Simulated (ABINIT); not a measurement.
# MgO (Fm-3m): G0W0 in ABINIT against the bands in the self-energy

How does the gap of MgO (Fm-3m) converge in the bands in the self-energy?

Program: ABINIT 10.8.3. Level of theory: PBE and many-body steps on it, plane waves. Results are calculated unless marked as measured.

Report form: the programs' logs are mostly left out.

### Step 1. Set-up

It takes space group Fm-3m (No. 225, cubic). The conventional cell has a = 4.194 Å, b = 4.194 Å, c = 4.194 Å, α = 90.00°, β = 90.00°, γ = 90.00°. Nearest to Mg lie 6 O at 2.10 Å. Nearest to O lie 6 Mg at 2.10 Å. Farther neighbours and most contacts between anions are not listed.

The cell and positions are those that the Materials Project relaxed with its own functionals (PBE, PBE+U or r2SCAN), kept fixed.

### Step 2. Screening, 6×6×6 mesh, 343 bands, screening to 435.4 eV

This step: ABINIT 10.8.3; RPA screening on PBE, plane waves, norm-conserving pseudopotentials.

The RPA dielectric matrix is built and inverted for each q.

The input, run.abi:

```
acell 3*1.0 Angstrom
rprim 
  -0.000000000000 2.097001392700 2.097001392700
  2.097001392700 0.000000000000 2.097001392700
  2.097001392700 2.097001392700 0.000000000000
ntypat 2
znucl 12 8
natom 2
typat 1 2
xred 
  0.000000000000 0.000000000000 0.000000000000
  0.500000000000 0.500000000000 0.500000000000
pp_dirpath "pseudos"
pseudos "Mg.upf, O.upf"
ecut 38
ngkpt 6 6 6
nshiftk 1
shiftk 0 0 0
kptopt 1
chksymbreak 0
istwfk *1
occopt 1
irdwfk 1
optdriver 3
nband 343
ecuteps 16
inclvkb 2
awtr 1
symchi 1
indata_prefix "in"
outdata_prefix "out"
tmpdata_prefix "tmp"
```

Command:

```sh
> OMP_NUM_THREADS=1 mpirun -n 8 abinit run.abi > log
```

The job ended after 2.3 min (8 MPI ranks of Intel Xeon 6975P-C (Granite Rapids), shared host; peak memory 3.1 GiB).

This step gave:

* ε∞ with local fields, on this mesh, along the program's q direction: 3.016
* the same without local fields: 3.240
* plasma frequency: 34.59 eV
* plane waves in the screening matrix: 339

Local fields lower ε∞ by 7 %.

### Step 3. 16 bands

This step: G0W0 on PBE, plane waves, norm-conserving pseudopotentials.

run.abi: that of step 2 with these lines changed.

```diff
@@ -23,8 +23,15 @@
 irdwfk 1
-optdriver 3
-nband 343
+optdriver 4
+nband 16
+gwcalctyp 0
+ecutsigx 38
+symsigma 1
+nkptgw 1
+kptgw 
+  0.0000000000 0.0000000000 0.0000000000
+bdgw 
+  6 12
 ecuteps 16
-inclvkb 2
-awtr 1
-symchi 1
+irdscr 1
+ppmodel 1
 indata_prefix "in"
```

Wall time 2.6 s (8 MPI ranks); peak memory 0.23 GiB; 19 s of CPU time.

Numbers from this step:

```
G0W0 gap on the points computed              : 6.77 eV
starting gap on the mesh                     : 4.895 eV
k of the valence top                         : 0, 0, 0
k of the conduction bottom                   : 0, 0, 0
Z at the valence top                         : 0.816
Z at the conduction bottom                   : 0.861
least direct G0W0 gap on the computed points : 6.77 eV
```

### Step 4. 18 bands

run.abi: that of step 3 with these lines changed.

```diff
@@ -24,3 +24,3 @@
 optdriver 4
-nband 16
+nband 18
 gwcalctyp 0
```

It took 3 s on 8 MPI ranks; peak memory 0.23 GiB.

This step gave:

```yaml
g0w0_gap_on_the_points_computed: 6.813 eV
starting_gap_on_the_mesh: 4.895 eV
k_of_the_valence_top: 0, 0, 0
k_of_the_conduction_bottom: 0, 0, 0
z_at_the_valence_top: 0.815
z_at_the_conduction_bottom: 0.86
least_direct_g0w0_gap_on_the_computed_points: 6.813 eV
```

### Step 5. 37 bands

run.abi: that of step 4 with these lines changed.

```diff
@@ -24,3 +24,3 @@
 optdriver 4
-nband 18
+nband 37
 gwcalctyp 0
```

Wall time 3.8 s (8 MPI ranks); peak memory 1.7 GiB.

Numbers from this step:

```yaml
g0w0_gap_on_the_points_computed: 7.025 eV
starting_gap_on_the_mesh: 4.895 eV
k_of_the_valence_top: 0, 0, 0
k_of_the_conduction_bottom: 0, 0, 0
z_at_the_valence_top: 0.809
z_at_the_conduction_bottom: 0.856
least_direct_g0w0_gap_on_the_computed_points: 7.025 eV
```

### Step 6. 92 bands

The self-energy is evaluated for the states that the input lists, and the levels follow from it, in one-shot runs by the linearised quasiparticle equation.

run.abi: that of step 5 with these lines changed.

```diff
@@ -24,3 +24,3 @@
 optdriver 4
-nband 37
+nband 92
 gwcalctyp 0
```

It took 6.5 s on 8 MPI ranks; peak memory 2 GiB.

This step gave:

```
G0W0 gap on the points computed              : 7.210 eV
starting gap on the mesh                     : 4.895 eV
k of the valence top                         : 0, 0, 0
k of the conduction bottom                   : 0, 0, 0
least direct G0W0 gap on the computed points : 7.210 eV
```

The gap on the mesh goes from 4.89 eV to 7.21 eV, a correction of +2.32 eV.

### Step 7. 204 bands

run.abi: that of step 6 with these lines changed.

```diff
@@ -24,3 +24,3 @@
 optdriver 4
-nband 92
+nband 204
 gwcalctyp 0
```

It took 12 s on 8 MPI ranks; peak memory 2.3 GiB; 92 s of CPU time.

Numbers from this step:

| Quantity | Value |
| --- | --- |
| G0W0 gap on the points computed | 7.302 eV |
| starting gap on the mesh | 4.895 eV |
| k of the valence top | 0, 0, 0 |
| k of the conduction bottom | 0, 0, 0 |
| least direct G0W0 gap on the computed points | 7.302 eV |

Against the run before, the gap moves by +0.092 eV.

### Step 8. 343 bands

run.abi: that of step 7 with these lines changed.

```diff
@@ -24,3 +24,3 @@
 optdriver 4
-nband 204
+nband 343
 gwcalctyp 0
```

Wall time 19 s (8 MPI ranks); peak memory 3 GiB; 2.6 min of CPU time.

Numbers from this step:

| Quantity | Value |
| --- | --- |
| G0W0 gap on the points computed | 7.334 eV |
| starting gap on the mesh | 4.895 eV |
| k of the valence top | 0, 0, 0 |
| k of the conduction bottom | 0, 0, 0 |
| least direct G0W0 gap on the computed points | 7.334 eV |

Against the run before, the gap moves by +0.032 eV.

### Step 9. Side by side

Times are wall times on 8 MPI ranks of Intel Xeon 6975P-C (Granite Rapids), shared host, good to a factor of about two. A run's time includes the screening step that it read.

```
      run   mesh  bands  screening cutoff (eV)  DFT gap (eV)  gap on the mesh (eV)  direct (eV)  ε∞ used     time
 16 bands  6×6×6     16                  435.4         4.895                 6.770        6.770     3.02  2.3 min
 18 bands  6×6×6     18                  435.4         4.895                 6.813        6.813     3.02  2.4 min
 37 bands  6×6×6     37                  435.4         4.895                 7.025        7.025     3.02  2.4 min
 92 bands  6×6×6     92                  435.4         4.895                 7.210        7.210     3.02  2.4 min
204 bands  6×6×6    204                  435.4         4.895                 7.302        7.302     3.02  2.5 min
343 bands  6×6×6    343                  435.4         4.895                 7.334        7.334     3.02  2.6 min
```

### Step 10. Outcome

```yaml
16_bands: 6.770 eV
18_bands: 6.813 eV
37_bands: 7.025 eV
92_bands: 7.210 eV
204_bands: 7.302 eV
343_bands: 7.334 eV
known_limits: not at the basis limit
```

What this shows: The setting moved: bands in the self-energy. From 16 bands to 343 bands the gap moves by +0.56 eV. The last step still moves it by +0.032 eV. Bands and screening cutoff are coupled, so a series along one setting does not show full convergence. Bands and cutoff are finite, so the gap is not at the basis limit. The miss can reach some tenths of an eV and take either sign; the mesh is an error of its own. In the G0W0 runs levels were corrected at 1 k point alone, so a gap called «on the mesh» is the least over those, and an edge elsewhere would be missed.

[Paths, hosts, dates, memory and timing lines, banners, echoed tables and standing remarks are left out of the program output.]

[Logs are printed without paths, hosts, clocks, repeated set-up lines and the standing remarks that a program may print on its own settings, such as how far it seeks lower states.]

[Runs of the session that timed out or met a known fault of the program may be left out.]

[Hosts, paths, dates, database ids (printed as entryN), source tags and the programs' standing remarks are cut or masked in the printed files.]

[G0W0 gaps are taken among the corrected bands and points alone; a level outside them can change the order at an edge.]

[Where Ansatz stands beside ABINIT at settings called matched, ABINIT's density can come from a denser mesh and the files from another edition; pairs whose starting gaps differed by over 0.03 eV were left out, so agreement reads better than it is.]
